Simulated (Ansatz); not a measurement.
## BeS in Ansatz: convergence with scf exx energy threshold

The system is BeS.

```
S Be
1.0
     0.00000    2.42500    2.42500
     2.42500    0.00000    2.42500
     2.42500    2.42500    0.00000
S Be
1 1
Direct
  0.75000 0.75000 0.75000
  0.00000 0.00000 0.00000
```

```yaml
Program: Ansatz 0.2.0
Task: convergence study
Functional: PBE0
Potentials_or_basis: PseudoDojo standard (PBE files)
Cutoff: 1197 eV
Density_cutoff: 4789 eV
k_mesh: 5 × 5 × 5
Occupations: fermi-dirac, width 0.05 eV
Spin: no spin polarisation
```

These are the settings of the first run; the series varies scf exx energy threshold, with any setting tied to it.

Hardware: 2 threads of Intel(R) Xeon(R) Processor @ 2.50GHz (Skylake/Cascade Lake), with other jobs on the host.

| scf exx energy threshold | energy less the tightest run, at zero smearing (meV/atom) | SCF cycles | CPU time (s) | peak memory (GiB) |
| --- | --- | --- | --- | --- |
| 0.01 | 0.00 | 10 | 110 | 0.46 |
| 0.001 | 0.00 | 10 | 120 | 0.46 |
| 0.0001 | 0.00 | 10 | 130 | 0.45 |
| 1e-05 | 0.00 | 10 | 120 | 0.45 |
| 1e-06 | 0.00 | 10 | 130 | 0.46 |
| 1e-07 | 0.00 | 11 | 120 | 0.46 |

Against the tightest run, the energy stays within 1 meV/atom from 0.01 on. The tightest run that finished is the yardstick and may itself not be fully converged.

Caveat, for the tightest run too: the k mesh is coarse (spacing up to 0.45 Å⁻¹), so the values aren't converged, least of all with exact exchange.
